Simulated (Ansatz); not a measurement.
The system is TiO2.

```
CELL_PARAMETERS angstrom
-2.97316 3.28737 3.28740
2.97316 -3.28737 3.28740
2.97316 3.28737 -3.28740
ATOMIC_POSITIONS crystal
Ti 0.00000 0.50000 0.00000
Ti 0.00000 0.00000 0.50000
Ti 0.49524 0.24524 0.25000
Ti 0.50475 0.75475 0.75000
O 0.69508 0.69523 0.50015
O 0.69508 0.19493 0.99985
O 0.80452 0.74962 0.05490
O 0.19472 0.74962 0.44510
O 0.80528 0.25038 0.55490
O 0.30492 0.80507 0.00015
O 0.19548 0.25038 0.94510
O 0.30492 0.30477 0.49985
```

The cell is a database's computed one.

```yaml
Program: Ansatz 0.2.0
Task: single point
Functional: PBE
Potentials_or_basis: Ansatz PAW
Cutoff: "420 eV (not typed: the program's choice for these potentials)"
k_mesh: 6 × 6 × 6
Occupations: fermi-dirac, width 0.05 eV
Spin: no spin polarisation
```

On this cell: pressure -1.4 GPa; largest force 0.060 eV/Å; band gap on the k mesh 1.84 eV.

The same run follows on a disturbed copy (atoms moved at random, drawn with an rms of 0.05 Å):

```xyz
12
Lattice="-2.9732 3.2874 3.2874 2.9732 -3.2874 3.2874 2.9732 3.2874 -3.2874" Properties=species:S:1:pos:R:3 pbc="T T T"
Ti    1.5077   -1.6673    1.6262
Ti    1.4396    1.6441   -1.6467
Ti    0.0143    1.6395    1.6106
Ti    2.9885    1.6224    1.7053
O     1.4886    1.6643    2.9428
O     1.4986    5.0124   -0.3937
O    -0.0073    0.3354    4.9323
O     2.9734   -0.3837    1.6382
O    -0.0195    3.6555    1.6106
O     1.5467   -1.6121    3.5858
O     3.0093    2.9436   -1.6509
O     1.5037    1.6254    0.3731
```

What changes?

The energy moves by +12.5 meV/atom; pressure -1.2 GPa; largest force 1.391 eV/Å; band gap on the k mesh 1.78 eV.

Forces in eV/Å, atoms in the order of the input:
```
Ti  -1.310  0.004  0.468
Ti   1.271 -0.166  0.231
Ti   0.014 -0.106 -0.449
Ti  -0.231  0.168 -0.397
O    0.292 -0.051 -0.312
O   -0.093 -0.503  0.055
O    0.178  0.267 -0.229
O    0.251  0.502 -0.020
O    0.346  0.210  0.018
O   -0.460 -0.297  0.718
O   -0.402 -0.182  0.076
O    0.145  0.154 -0.159
```

Stress tensor (GPa, compression positive):
```
-1.28 -0.44  0.27
-0.44 -1.19 -0.25
 0.27 -0.25 -1.04
```

A k mesh can miss the band edges.
